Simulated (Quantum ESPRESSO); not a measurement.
HgTe (Coloradoite):

```
CELL_PARAMETERS angstrom
0.00000 3.21450 3.21450
3.21450 0.00000 3.21450
3.21450 3.21450 0.00000
ATOMIC_POSITIONS crystal
Hg 0.00000 0.00000 0.00000
Te 0.75000 0.75000 0.75000
```

Base run:

```yaml
Program: Quantum ESPRESSO 7.5
Functional: PBE
Potentials_or_basis: PseudoDojo 0.4.1 SR PBE standard
Cutoff: 1088 eV
Density_cutoff: 4354 eV
k_mesh: 7 × 7 × 7
Occupations: fermi-dirac, width 0.05 eV
Spin: no spin polarisation
```

Its results: band gap on the k mesh none (metal or under the smearing width); pressure 4.6 GPa.

Task: The run is repeated on the same cell with these changes: functional from PBE to BLYP. What comes out?

Result: Band gap on the k mesh none (metal or under the smearing width); pressure 7.9 GPa.

BLYP binds less tightly than PBE, so the same cell stands under more pressure.

Caveats: the potentials were made for another functional, which shifts forces and pressure (some runs).

Not every run made on this cell is shown here.
